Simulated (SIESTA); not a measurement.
GaN under changes of volume

One of the cells (11.673 Å³/atom); the others are scaled copies at fixed shape and fractional positions:

```
Ga N
1.0
     0.00000    2.26842    2.26842
     2.26842    0.00000    2.26842
     2.26842    2.26842    0.00000
Ga N
1 1
Direct
  0.00000 0.00000 0.00000
  0.25000 0.25000 0.25000
```

The cell is a database's computed one.

* Program: SIESTA 5.4.2
* Functional: PBEsol
* Potentials or basis: PseudoDojo 0.4 standard (PBEsol files)
* Basis: DZP (energy shift 0.003 Ry; two zetas on semicore shells)
* Grid cutoff: 800 Ry
* Energy shift: 0.003 Ry
* k mesh: 10 × 10 × 10
* Occupations: fermi-dirac, width 0.05 eV
* Spin: no spin polarisation

```tsv
volume (Å³/atom)	energy over the lowest point (meV/atom)	pressure (GPa)	gap on the mesh (eV)
10.757	?	?	?
10.986	15.09	10.2	2.07
11.215	4.07	5.4	1.93
11.673	0.00	-2.4	1.67
11.902	5.90	-5.7	1.54
12.131	16.19	-8.6	1.41
```

What does the run at 10.757 Å³/atom give?

Energy over the lowest point 33.47 meV/atom; pressure 15.6 GPa; gap on the mesh 2.20 eV.

Worked out: A Birch-Murnaghan fit of order 3 (a polynomial in V^(-2/3)) to the other rows has its minimum at 11.52 Å³/atom with B0 = V·E''(V) = 190 GPa and B' = 4.4. It gives 33.09 meV/atom at 10.757 Å³/atom, against the run's 33.47, and -dE/dV = 15.2 GPa, against 15.6. A straight line through the other rows of the gap, of slope -6.63 eV per unit of ln V (its deformation potential), extrapolates to 2.21 eV, against the run's 2.20.

Energies are extrapolated to zero smearing.

Caveats: the basis of atomic orbitals isn't converged, which shifts pressures, moduli and gaps.

A mesh can miss the band edges. Spin-orbit coupling on Ga is left out.
